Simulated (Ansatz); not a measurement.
Here is an Ansatz 0.2.0 calculation.

File input.yaml:

```yaml
crystal:
  lattice:
    - [1.383, -4.0265, 0.0]
    - [1.383, 4.0265, 0.0]
    - [-0.1174474948, 0.0, 3.3299294416]
  atoms:
    - { symbol: Ga, position: [0.131, 0.869, 0.75] }
    - { symbol: Ga, position: [0.869, 0.131, 0.25] }
hamiltonian:
  xc: pbe
  pseudopotentials: { kind: paw }
kpoints:
  mp_grid: { grid: [10, 10, 8] }
scf:
  occupations: { method: fermi_dirac, width: 0.05 }
output:
  forces: true
  stress: true
  eigenvalues: true
  write_density: true
  write_potential: true
  elf: true
  volumetric_format: npy
```

Potentials or basis: Ansatz PAW.

Launch:

```console
$ ansatz run input.yaml --threads 2 --pin off --max-ram 5632MiB --backend cpu --events-out ev --progress --plain --runs-dir out
```

**Question.** Predict the band gap on the k mesh.

**Answer.** None (metal or under the smearing width).

**Question.** Estimate the pressure.

**Answer.** 1.6 GPa.

Forces on the atoms (eV/Å):
```
Ga   0.000 -0.202  0.000
Ga   0.000  0.202  0.000
```
